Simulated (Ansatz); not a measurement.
# Mg: the crystal squeezed far

An exercise on one series of results from a longer session: the logs are not shown, and one member is left open.

Program: Ansatz 0.2.0. Level of theory: DFT, PBE, PAW with Ansatz's default frozen-core files, scalar-relativistic. These are calculated values, not measurements.

## The starting structure

The structure is cubic, space group Im-3m (No. 229). The conventional cell has a = 3.580 Å, b = 3.580 Å, c = 3.580 Å, α = 90.00°, β = 90.00°, γ = 90.00°. Around Mg (site symmetry m-3m) lie 8 Mg at 3.10 Å.

As a file:

```cif
data_structure
_symmetry_space_group_name_H-M 'Im-3m'
_symmetry_Int_Tables_number 229
_cell_length_a 3.5797
_cell_length_b 3.5797
_cell_length_c 3.5797
_cell_angle_alpha 90.000
_cell_angle_beta 90.000
_cell_angle_gamma 90.000
_cell_volume 45.87
loop_
_atom_site_label
_atom_site_type_symbol
_atom_site_symmetry_multiplicity
_atom_site_Wyckoff_symbol
_atom_site_fract_x
_atom_site_fract_y
_atom_site_fract_z
_atom_site_occupancy
Mg1 Mg 2 a 0.00000 0.00000 0.00000 1
```

The file gives the conventional cell by its symmetry; the runs use the cell typed in the input.

Whether this phase is the stable one at these pressures isn't tested.

The first run:

Contents of input.yaml:

```yaml
crystal:
  lattice:
    - [-1.7898606885, 1.7898606885, 1.7898606885]
    - [1.7898606885, -1.7898606885, 1.7898606885]
    - [1.7898606885, 1.7898606885, -1.7898606885]
  atoms:
    - { symbol: Mg, position: [0.0, 0.0, 0.0] }
kpoints:
  mp_grid: { grid: [17, 17, 17] }
scf:
  occupations: { method: fermi_dirac, width: 0.05 }
hamiltonian:
  xc: pbe
  pseudopotentials: { kind: paw }
output:
  forces: true
  stress: true
  write_density: true
  write_potential: true
  elf: true
  volumetric_format: npy
relax:
  f_tol: 0.005
  max_steps: 40
  cell: {}
```

The run is started by

```console
ansatz run input.yaml --threads 1 --pin off --max-ram 2048MiB --backend cpu --events-out ev --progress --plain --runs-dir out
```

Steps of the session up to this table: Cell relaxed at zero pressure, PAW; Volume scaled by 1, PAW; Volume scaled by 0.9, PAW; Volume scaled by 0.8, PAW; Volume scaled by 0.7, PAW; Volume scaled by 0.6, PAW; Volume scaled by 0.5, PAW; Volume scaled by 0.4, PAW; Volume scaled by 0.4, PAW (partial_waves polarizable).

One of the session's tables, all rows but one given; the rest of the session is left out.

 The rows PAW, 0.4 and PAW (partial_waves polarizable), 0.4 agree to the last digit and may rest on the same set-up.

```
                         method  volume over the first  volume (Å³/atom)  pressure (GPa)
                            PAW                      1            22.936           -0.03
                            PAW                    0.9            20.642            4.54
                            PAW                    0.8                 ?               ?
                            PAW                    0.7            16.055           25.29
                            PAW                    0.6            13.762           48.75
                            PAW                    0.5            11.468           93.77
                            PAW                    0.4             9.174          189.70
PAW (partial_waves polarizable)                    0.4             9.174          189.70
```

Q: Estimate the row for PAW, 0.8 from the others.

As computed: volume (Å³/atom): 18.349; pressure (GPa): 12.18. In the column «volume (Å³/atom)» it lies between PAW, 0.7 (16.055) and PAW, 0.9 (20.642).
